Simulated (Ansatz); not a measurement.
The system is KF (Carobbiite).

```
K F
1.0
     0.00000    2.74128    2.74128
     2.74128    0.00000    2.74128
     2.74128    2.74128    0.00000
K F
1 1
Direct
  0.00000 0.00000 0.00000
  0.50000 0.50000 0.50000
```

The cell isn't the ideal one: volume scaled by 1.08.

- Program: Ansatz 0.2.0
- Task: relaxation of cell and atoms
- Functional: revPBE
- Dispersion: D3(BJ)
- Potentials or basis: Ansatz PAW
- Cutoff: 420 eV (not typed: the program's choice for these potentials)
- k mesh: 9 × 9 × 9
- Occupations: gaussian, width 0.01 eV
- Spin: no spin polarisation

At the start: volume 20.60 Å³/atom.

Problem. How do energy, volume and symmetry change on relaxing?

Solution. It ends after 6 steps and the volume is 19.80 Å³/atom (-3.9 %); space group Fm-3m (No. 225, to 0.05 Å).

The path:
| step | energy change (eV) | largest force (eV/Å) | volume (Å³) |
| --- | --- | --- | --- |
| 1 | 0.0000 | 0.0000 | 41.20 |
| 2 | -0.0072 | 0.0000 | 39.67 |
| 3 | -0.0071 | 0.0000 | 39.75 |
| 4 | -0.0053 | 0.0000 | 39.75 |
| 5 | -0.0056 | 0.0000 | 39.60 |
| 6 | -0.0053 | 0.0000 | 39.60 |

Final structure:
```
K F
1.0
     0.00000    2.70536    2.70536
     2.70536    0.00000    2.70536
     2.70536    2.70536    0.00000
K F
1 1
Cartesian
  0.0000 0.0000 0.0000
  2.7054 2.7054 2.7054
```

Caveat: the plane-wave basis is chosen anew once the cell has moved, so the energies of steps on either side of that aren't comparable; the PAW data sets come from PBE, with cores solved anew for the run's functional, which leaves a small shift of forces and pressure.
